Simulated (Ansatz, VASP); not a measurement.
## NiO: VASP beside Ansatz

File INCAR:

```
SYSTEM = NiO
PREC     = Accurate       ! precision mode
ENCUT    = 520            ! plane-wave cutoff, eV
EDIFF    = 1E-7           ! SCF threshold, eV
ISMEAR   = 0              ! smearing method
SIGMA    = 0.012          ! smearing width, eV
LREAL    = .False.        ! projectors in reciprocal space
LASPH    = .True.         ! aspherical terms in the spheres
NELM     = 150            ! most SCF steps
ALGO     = Fast           ! electronic algorithm
ISIF     = 2              ! what is computed and relaxed
LWAVE    = .False.        ! write WAVECAR
LCHARG   = .False.        ! write CHGCAR
ISPIN    = 2              ! spin polarisation
MAGMOM   = 1 0            ! initial moments
LORBIT   = 11             ! projections on sites
LMAXMIX  = 4              ! l up to which the mixer works
GGA      = PE             ! functional
NBANDS   = 19             ! bands
```

KPOINTS

```
Automatic mesh
0
Gamma
  11 11 11
  0 0 0
```

POSCAR

```
NiO
1.0
    0.0000000000      2.0859016414      2.0859016414
    2.0859016414      0.0000000000      2.0859016414
    2.0859016414      2.0859016414      0.0000000000
Ni O
1 1
Direct
    0.0000000000      0.0000000000      0.0000000000
    0.5000000000      0.5000000000      0.5000000000
```

File input.yaml:

```yaml
crystal:
  lattice:
    - [0.0, 2.0859016414, 2.0859016414]
    - [2.0859016414, 0.0, 2.0859016414]
    - [2.0859016414, 2.0859016414, 0.0]
  atoms:
    - { symbol: Ni, position: [0.0, 0.0, 0.0], spin: 1.0 }
    - { symbol: O, position: [0.5, 0.5, 0.5] }
hamiltonian:
  xc: pbe
  pseudopotentials: { kind: paw }
magnetization:
  spin_polarized: true
kpoints:
  mp_grid: { grid: [11, 11, 11] }
scf:
  occupations: { method: gaussian, width: 0.012 }
output:
  forces: true
  stress: true
  eigenvalues: true
```

Alike in both runs: task single point; functional PBE; k mesh 11 × 11 × 11; occupations gaussian, width 0.012 eV; collinear spin, ferromagnetic start.

|  | VASP | Ansatz |
| --- | --- | --- |
| version | VASP 6.6.1 | Ansatz 0.2.0 |
| potentials or method | VASP PAW PBE potentials, release 64 (Ni, O) | Ansatz PAW |
| plane-wave cutoff (eV) | 520 | 420 |
| valence electrons in the cell | 16 | 24 |

VASP gave:

- gap on the k mesh at the Fermi level (eV): none
- pressure (GPa): 6.1
- net moment per atom (μB): 0.89
- size of the moment on the site where the two differ most (μB): 0.28

Problem. Estimate Ansatz's values.

Solution. gap on the k mesh at the Fermi level (eV): none; pressure (GPa): 6.3; net moment per atom (μB): 0.90; size of the moment on the site where the two differ most (μB): 0.29.

Site moments also hang on the region over which each program counts them. A gap of «none» marks a metal or a gap that the smearing closes. With one functional, cell and mesh, what is left measures potentials, basis and numerics. The two sets of potentials don't hold the same shells in valence.

Caveats: a cell with one magnetic atom can't hold antiferromagnetic order, which such compounds often take; semilocal functionals often make such compounds metallic where correlation or magnetic order opens a gap, which also shifts bond lengths; the pressure holds a Pulay correction of +0.7 GPa for the finite cutoff (Ansatz). With open d or f shells a metallic result of PBE can be an artefact of self-interaction; +U or a hybrid may open a gap.
